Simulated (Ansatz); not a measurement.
# TaN (Fm-3m): following an unstable mode

Wanted: the energy along a soft mode of TaN (Fm-3m) and the structure at the end.

Main program and level: Ansatz 0.2.0; DFT PBEsol, scalar-relativistic, plane waves, PAW; PAW set soft_1.

Report form: the programs' logs are mostly left out.

### 1. Set-up

The structure is cubic, space group Fm-3m (No. 225). The conventional cell has a = 4.375 Å, b = 4.375 Å, c = 4.375 Å, α = 90.00°, β = 90.00°, γ = 90.00°. Ta has 6 N at 2.19 Å nearest. N has 6 Ta at 2.19 Å nearest. Farther neighbours and most contacts between anions are not listed.

### 2. The dispersion

The cell comes from relaxations at this level that are not shown. Stability and thermal properties need the whole zone. Linear response on a 4×4×4 q mesh gives force constants as far as a supercell of that size would.

File input.yaml:

```yaml
crystal:
  lattice:
    - [0.0, 2.1873937018, 2.1873937018]
    - [2.1873937018, 0.0, 2.1873937018]
    - [2.1873937018, 2.1873937018, 0.0]
  atoms:
    - { symbol: Ta, position: [0.5, 0.5, 0.5] }
    - { symbol: "N", position: [0.0, 0.0, 0.0] }
kpoints:
  mp_grid: { grid: [16, 16, 16] }
hamiltonian:
  xc: pbesol
  pseudopotentials: { kind: paw, azcp: { folder: soft_1 }, xc_functional: pbe }
scf:
  occupations: { method: methfessel_paxton, width: 0.2 }
output:
  eigenvalues: true
phonons:
  method: dfpt
  qmesh: [4, 4, 4]
  temperatures: { t_max: 1000, t_step: 50 }
  qpath:
    path:
      - [[0.0, 0.0, 0.0], [0.5, 0.0, 0.5], [0.625, 0.25, 0.625]]
      - [[0.375, 0.375, 0.75], [0.0, 0.0, 0.0], [0.5, 0.5, 0.5], [0.5, 0.25, 0.75], [0.5, 0.0, 0.5]]
    npoints: 10
```

Started as:

```sh
> ansatz run input.yaml --threads 4 --pin off --max-ram 10240MiB --backend cpu --events-out ev --progress --plain --runs-dir out
```

The job ended after 4.2 min (4 threads of Arm Neoverse V1, shared host; peak memory 3.2 GiB; 16 min of CPU time).

Numbers from this step:

| Item | Value |
| --- | --- |
| volume per atom | 10.47 Å³ |
| gap on the k-mesh | 0 eV |
| sum-rule residual before enforcement | 3.65e-5 eV/Å² |
| lowest frequency on the path | -262.0 cm⁻¹ |
| point group | m-3m |
| highest frequency on the path or at a solved wavevector | 617.0 cm⁻¹ |
| highest optical mode at the zone centre (no LO-TO term) | 407.6 cm⁻¹ |
| lowest optical zone-centre mode | 407.6 cm⁻¹ |
| lowest mode on the q mesh (acoustic modes at Γ apart) | -262.0 cm⁻¹ |

Frequencies (cm⁻¹) solved at each irreducible wavevector; negative means imaginary. Frequencies by wavevector, by row:

| q in reciprocal lattice units | star | mode 1 | mode 2 | mode 3 | mode 4 | mode 5 | mode 6 |
| --- | --- | --- | --- | --- | --- | --- | --- |
| 0 0 0 | 1 | 0 | 0 | 0 | 407.6 | 407.6 | 407.6 |
| 0 0 0.25 | 8 | 93.2 | 93.2 | 139.5 | 526.1 | 533 | 533 |
| 0 0 -0.5 | 4 | 97 | 97 | 111.8 | 510.9 | 586 | 586 |
| 0 0.25 0.25 | 6 | 64.1 | 64.1 | 141.5 | 432.9 | 432.9 | 617 |
| 0 0.25 -0.5 | 24 | -68.9 | -46 | 48.1 | 497.8 | 528.1 | 541.2 |
| 0 0.25 -0.25 | 12 | -25.2 | 114.8 | 123.8 | 425.2 | 565.3 | 607.9 |
| 0 -0.5 -0.5 | 3 | -262 | -77.3 | -77.3 | 441.9 | 460.7 | 460.7 |
| 0.25 -0.5 -0.25 | 6 | -179.3 | -179.3 | 126.5 | 429.9 | 429.9 | 613.4 |

Interpolated from a 4×4×4 q mesh. The phonon branches at the labelled points (cm⁻¹):

| point | branch 1 | branch 2 | branch 3 | branch 4 | branch 5 | branch 6 |
| --- | --- | --- | --- | --- | --- | --- |
| Γ | 0 | 0 | 0 | 408 | 408 | 408 |
| halfway | 64 | 64 | 142 | 433 | 433 | 617 |
| X | -262 | -77 | -77 | 442 | 461 | 461 |
| halfway | -237 | -83 | -80 | 441 | 484 | 485 |
| U | -177 | -65 | -61 | 435 | 527 | 535 |
| jump to K | -177 | -65 | -61 | 435 | 527 | 535 |
| halfway | 84 | 114 | 138 | 433 | 568 | 593 |
| Γ | 0 | 0 | 0 | 408 | 408 | 408 |
| halfway | 93 | 93 | 140 | 526 | 533 | 533 |
| L | 97 | 97 | 112 | 511 | 586 | 586 |
| halfway | -58 | 39 | 96 | 486 | 524 | 591 |
| W | -179 | -179 | 126 | 430 | 430 | 613 |
| halfway | -221 | -136 | 61 | 438 | 448 | 546 |
| X | -262 | -77 | -77 | 442 | 461 | 461 |

Symmetry leaves 8 wavevectors to solve. The lowest mode among them, the acoustic zeros apart, lies at q = (0, -0.5, -0.5) and is imaginary, 262.0i cm⁻¹, so the energy falls along it.

### 3. The mode frozen in, largest atomic shift 0 Å

The mode followed lies at q = (0.25, -0.5, -0.25) with frequency 179.3i cm⁻¹ and is 2-fold degenerate, one of the unstable modes though not the softest. At small amplitude the distorted cell has space group no. 70 by a symmetry search on the positions. The undistorted cell that holds it gives the zero of energy on the same k mesh.

System of this step: TaN. Symmetry: Fm-3m, No. 225, cubic system. Conventional cell: a = 4.375 Å, b = 4.375 Å, c = 4.375 Å, α = 90.00°, β = 90.00°, γ = 90.00°. Nearest to Ta lie 6 N at 2.19 Å. Nearest to N lie 6 Ta at 2.19 Å. Farther neighbours and most contacts between anions are not listed.

input.yaml, the sections that differ from step 2:

```yaml
crystal:
  lattice:
    - [0.0, 0.0, -4.3747874036]
    - [4.3747874036, 0.0, 0.0]
    - [2.1873937018, -4.3747874036, -2.1873937018]
  atoms:
    - { symbol: Ta, position: [0.5, 0.0, 0.0] }
    - { symbol: Ta, position: [0.0, 0.5, 0.0] }
    - { symbol: Ta, position: [0.25, 0.25, 0.5] }
    - { symbol: Ta, position: [0.75, 0.75, 0.5] }
    - { symbol: "N", position: [0.75, 0.25, 0.5] }
    - { symbol: "N", position: [0.25, 0.75, 0.5] }
    - { symbol: "N", position: [0.5, 0.5, 0.0] }
    - { symbol: "N", position: [0.0, 0.0, 0.0] }
kpoints:
  mp_grid: { grid: [10, 10, 10] }
output:
  forces: true
  stress: true
  eigenvalues: true
# hamiltonian, scf: as in step 2
# phonons: removed
```

Run time: 6.2 s. Hardware: 4 threads; peak memory 0.56 GiB; 24 s of CPU time.

Numbers from this step:

* pressure: -0.02790 GPa
* energy from the undistorted cell: 0 meV/atom

The run ends at a pressure of -0.03 GPa.

### 4. The mode frozen in, largest atomic shift 0.14 Å

The atoms are moved along the unstable eigenvector, the largest shift by 0.14 Å, with the cell fixed.

input.yaml, the sections that differ from step 3:

```yaml
crystal:
  lattice:
    - [0.0, 0.0, -4.3747874036]
    - [4.3747874036, 0.0, 0.0]
    - [2.1873937018, -4.3747874036, -2.1873937018]
  atoms:
    - { symbol: Ta, position: [0.5128598567, 0.0128598567, 0.0] }
    - { symbol: Ta, position: [-0.0128598567, 0.4871401433, 0.0] }
    - { symbol: Ta, position: [0.2628598567, 0.2628598567, 0.5] }
    - { symbol: Ta, position: [0.7371401433, 0.7371401433, 0.5] }
    - { symbol: "N", position: [0.7726285166, 0.2273714834, 0.5] }
    - { symbol: "N", position: [0.2273714834, 0.7726285166, 0.5] }
    - { symbol: "N", position: [0.4773714834, 0.5226285166, 0.0] }
    - { symbol: "N", position: [0.0226285166, -0.0226285166, 0.0] }
# kpoints, hamiltonian, scf, output: as in step 3
```

Elapsed: 11 s, on 4 threads; peak memory 0.7 GiB.

This step gave:

- pressure: 0.09778 GPa
- energy from the undistorted cell: -19.92 meV/atom

The energy, extrapolated to zero smearing, is -19.92 meV/atom against the undistorted cell.

The run ends at a pressure of 0.10 GPa, with forces up to 0.84 eV/Å.

### 5. Energy along the mode, all amplitudes (two of the runs are shown above)

An imaginary frequency means negative curvature, so the energy should fall and then rise again as anharmonic terms take over.

Numbers from this step:

```yaml
depth_at_the_lowest_point_sampled: 19.92 meV/atom
largest_atomic_shift_at_that_point: 0.14 Å
```

Energy from the parent against largest atomic shift:

| largest atomic shift (Å) | energy from the parent (meV/atom) |
| --- | --- |
| 0.000 | 0 |
| 0.040 | -3.68 |
| 0.080 | -11.0 |
| 0.140 | -19.9 |
| 0.220 | -13.8 |
| 0.320 | 62.3 |

Displacement at unit largest shift by atom:

| atom | x (Å) | y (Å) | z (Å) | size |
| --- | --- | --- | --- | --- |
| Ta1 | 0.402 | 0.000 | -0.402 | 0.569 |
| Ta2 | -0.402 | 0.000 | 0.402 | 0.569 |
| Ta3 | 0.402 | 0.000 | -0.402 | 0.569 |
| Ta4 | -0.402 | 0.000 | 0.402 | 0.569 |
| N5 | -0.707 | 0.000 | -0.707 | 1.000 |
| N6 | 0.707 | 0.000 | 0.707 | 1.000 |
| N7 | 0.707 | 0.000 | 0.707 | 1.000 |
| N8 | -0.707 | 0.000 | -0.707 | 1.000 |

The lowest of the steps tried is at 0.14 Å, 19.9 meV/atom below the parent; the bottom of the well need not coincide with a step.

### 6. Relaxing from the distorted cell

Starting from the lowest point found, all atoms and the cell are let go, so that strain and other modes of the same symmetry can join in.

input.yaml: that of step 4 with these lines changed.

```diff
@@ -25 +25,6 @@
   eigenvalues: true
+relax:
+  adjacent_minimum: "off"
+  f_tol: 0.002
+  max_steps: 120
+  cell: { stress_tol: 0.03 }
```

The job ended after 87 s (4 threads; peak memory 0.75 GiB; 5.7 min of CPU time).

Relaxation path:

| step | energy less that of the first step (eV) | largest force component (eV/Å) | pressure (GPa) | volume (Å³) |
| --- | --- | --- | --- | --- |
| 1 | 0.0000 | 0.5959 | 0.10 | 83.73 |
| 2 | -0.1046 | 0.1103 | 2.41 | 83.28 |
| 3 | -0.1140 | 0.0306 | -1.65 | 84.24 |
| 4 | -0.1179 | 0.0119 | -0.12 | 83.87 |
| 5 | -0.1181 | 0.0053 | 0.05 | 83.83 |
| 6 | -0.1180 | 0.0003 | 0.00 | 83.84 |
| 7* | -0.1187 | 0.0003 | 0.01 | 83.84 |
| 8 | -0.1187 | 0.0001 | 0.00 | 83.85 |
| 9* | -0.1187 | 0.0001 | 0.00 | 83.85 |

Relaxation steps marked * repeat the geometry before them on a plane-wave basis chosen anew for their cell, so energy and pressure can jump there.

The run keeps the 8 symmetry operations that it works with, so distortions that break them were not tested.

| conventional cell, symmetrised | before | after | change |
| --- | --- | --- | --- |
| a (Å) | 6.187 | 6.144 | -0.7 % |
| b (Å) | 6.187 | 6.294 | +1.7 % |
| c (Å) | 8.750 | 8.673 | -0.9 % |
| volume (Å³/atom) | 10.47 | 10.48 | +0.1 % |

The atoms that moved most (Å, as changes of fractional coordinates times the final cell):

| atom | dx | dy | dz | length |
| --- | --- | --- | --- | --- |
| Ta2 | -0.043 | 0.000 | 0.043 | 0.061 |
| Ta1 | 0.043 | 0.000 | -0.043 | 0.061 |
| Ta3 | 0.043 | 0.000 | -0.043 | 0.061 |
| Ta4 | -0.043 | 0.000 | 0.043 | 0.061 |
| N8 | -0.015 | 0.000 | -0.015 | 0.021 |
| N6 | 0.015 | 0.000 | 0.015 | 0.021 |
| N5 | -0.015 | 0.000 | -0.015 | 0.021 |
| N7 | 0.015 | 0.000 | 0.015 | 0.021 |

Final coordinates:

```
Ta N
1.0
    -0.05293    0.00000   -4.39742
     4.39742    0.00000    0.05293
     2.17225   -4.33669   -2.17225
Ta N
4 4
Direct
  0.52272 0.02272 0.00000
  0.97728 0.47728 0.00000
  0.27272 0.27272 0.50000
  0.72728 0.72728 0.50000
  0.77597 0.22403 0.50000
  0.22403 0.77597 0.50000
  0.47403 0.52597 0.00000
  0.02597 0.97403 0.00000
```

This step gave:

```yaml
pressure: 0.001930 GPa
volume_per_atom: 10.48 Å³
```

The distorted start has space group Fddd; the relaxation ends in Fddd.

### 7. The new phase in its own primitive cell

The relaxed structure is symmetrised, reduced to its primitive cell and relaxed tightly, as its phonons need.

input.yaml, the sections that differ from step 6:

```yaml
crystal:
  lattice:
    - [0.0, 3.1468731395, 4.3366927514]
    - [3.0720194799, 0.0, 4.3366927514]
    - [3.0720194799, 3.1468731395, 0.0]
  atoms:
    - { symbol: Ta, position: [0.7272801658, 0.2727198342, 0.2727198342] }
    - { symbol: Ta, position: [0.2727198342, 0.7272801658, 0.7272801658] }
    - { symbol: Ta, position: [0.9772801658, 0.5227198342, 0.5227198342] }
    - { symbol: Ta, position: [0.5227198342, 0.9772801658, 0.9772801658] }
    - { symbol: "N", position: [0.4740314803, 0.0259685197, 0.4740314803] }
    - { symbol: "N", position: [0.0259685197, 0.4740314803, 0.0259685197] }
    - { symbol: "N", position: [0.7759685197, 0.2240314803, 0.7759685197] }
    - { symbol: "N", position: [0.2240314803, 0.7759685197, 0.2240314803] }
relax:
  adjacent_minimum: "off"
  f_tol: 0.001
  max_steps: 60
  cell: { stress_tol: 0.01 }
# kpoints, hamiltonian, scf, output: as in step 6
```

It took 22 s on 4 threads; peak memory 0.74 GiB.

Little changed from the start: no atom moved by 0.005 Å and no cell edge by 0.1 %.

Numbers from this step:

```
pressure : 0.001932 GPa
```

The largest force component left is 0.14 meV/Å and the pressure is 0.002 GPa, within the tolerances set. The cell now holds 10.48 Å³/atom.

### 8. Modes of the new phase, k-mesh 10×10×10

A relaxed structure may still be a saddle point, so its zone-centre modes are computed. No field response is asked, since the mesh shows no gap.

input.yaml: that of step 7 with these lines changed.

```diff
@@ -22,9 +22,4 @@
 output:
-  forces: true
-  stress: true
   eigenvalues: true
-relax:
-  adjacent_minimum: "off"
-  f_tol: 0.001
-  max_steps: 60
-  cell: { stress_tol: 0.01 }
+phonons:
+  method: dfpt
```

Wall time 7.1 min (4 threads); peak memory 5.4 GiB.

This step gave:

| Property | Result |
| --- | --- |
| sum-rule residual before enforcement | 3.19e-5 eV/Å² |
| point group | mmm |
| highest optical mode at the zone centre (no LO-TO term) | 624.8 cm⁻¹ |
| lowest optical zone-centre mode | -106.0 cm⁻¹ |

Patterns of degenerate modes are one choice out of their space. The modes at Γ (shares of kinetic energy by element, %) (negative means imaginary):

| mode | frequency (cm⁻¹) | symmetry | Ta % | N % |
| --- | --- | --- | --- | --- |
| 1 | -106.0 | B1g | 89 | 11 |
| 2 | -83.4 | B2g | 92 | 8 |
| 3 | 0.0 | acoustic | 93 | 7 |
| 4 | 0.0 | acoustic | 93 | 7 |
| 5 | 0.0 | acoustic | 93 | 7 |
| 6 | 73.5 | B1u | 90 | 10 |
| 7 | 74.5 | B3g | 95 | 5 |
| 8 | 109.2 | B1g | 95 | 5 |
| 9 | 137.8 | B2u | 100 | 0 |
| 10 | 140.4 | B2g | 100 | 0 |
| 11 | 144.2 | Au | 97 | 3 |
| 12 | 159.9 | Ag | 98 | 2 |
| 13 | 396.7 | B3u | 7 | 93 |
| 14 | 420.4 | B1u | 9 | 91 |
| 15 | 431.4 | B1g | 8 | 92 |
| 16 | 451.3 | B3g | 4 | 96 |
| 17 | 472.6 | B1u | 8 | 92 |
| 18 | 477.0 | B2u | 8 | 92 |
| 19 | 492.4 | B1g | 9 | 91 |
| 20 | 500.3 | B2g | 8 | 92 |
| 21 | 510.9 | Ag | 2 | 98 |
| 22 | 514.2 | Au | 3 | 97 |
| 23 | 622.0 | B3u | 0 | 100 |
| 24 | 624.8 | B3g | 0 | 100 |

Displacements in mode 1 (-106.0 cm⁻¹), the largest set to 1:
```
Ta1  0.00 -0.46  0.86
Ta2  0.00  0.46  0.86
Ta3  0.00 -0.46 -0.86
Ta4  0.00  0.46 -0.86
N5   0.71  0.00  1.00
N6  -0.71  0.00  1.00
N7  -0.71  0.00 -1.00
N8   0.71  0.00 -1.00
```

Displacements in mode 18 (477.0 cm⁻¹), the largest set to 1:
```
Ta1  0.00 -0.08 -0.02
Ta2  0.00 -0.08  0.02
Ta3  0.00 -0.08  0.02
Ta4  0.00 -0.08 -0.02
N5   0.00  1.00  0.00
N6   0.00  1.00  0.00
N7   0.00  1.00  0.00
N8   0.00  1.00  0.00
```

Before it was imposed, the acoustic sum rule was missed by 3.2e-5 eV/Å². Small misses are needed for a sound result but don't prove that mesh and cutoff are converged. The lowest optical mode is imaginary, 106.0i cm⁻¹, so the energy falls along it.

### 9. Summary of results

```json
{
  "unstable mode of the parent": "q = (0.25, -0.5, -0.25), 179i cm⁻¹",
  "depth at the lowest point sampled": "19.9 meV/atom",
  "largest atomic shift at that point": "0.14 Å",
  "space group reached (within 0.01 Å)": "Fddd",
  "energy gained over the parent (first relaxation, on the mesh of the frozen mode)": "34.7 meV/atom",
  "volume per atom, phase reached": "10.5 Å³",
  "lowest optical zone-centre mode, phase reached": "-106 cm⁻¹",
  "highest optical mode at the zone centre (no LO-TO term), phase reached": "625 cm⁻¹"
}
```

**Reading.** Along this mode the structure falls into Fddd, 34.7 meV/atom below the parent. At the parent's cell the well is 19.92 meV/atom deep on the steps tried, with its lowest point at a shift of 0.14 Å. Relaxing atoms and cell changes the gain by +14.77 meV/atom against the lowest step (energies at zero smearing). The new phase still has an imaginary mode at the zone centre of its cell, so it is a saddle point on the way to a lower structure. Of the 4 patterns followed to their end from this parent, this one ends 23.5 meV/atom above the lowest, P4/nmm. Each path keeps the symmetry of its pattern, so a lower phase may lie along a pattern not tried. With no gap, or one that is small against the smearing, the frequencies hang on the k mesh and the smearing, most of all near Kohn anomalies. Spin-orbit coupling is left out, which can matter for the heavy elements here. The PAW files were made for PBE and serve the other functionals too.

[Logs are printed without paths, hosts, clocks, repeated set-up lines and the standing remarks that a program may print on its own settings, such as how far it seeks lower states.]

[Hosts, paths, dates, database ids (printed as entryN), source tags and the programs' standing remarks are cut or masked in the printed files.]
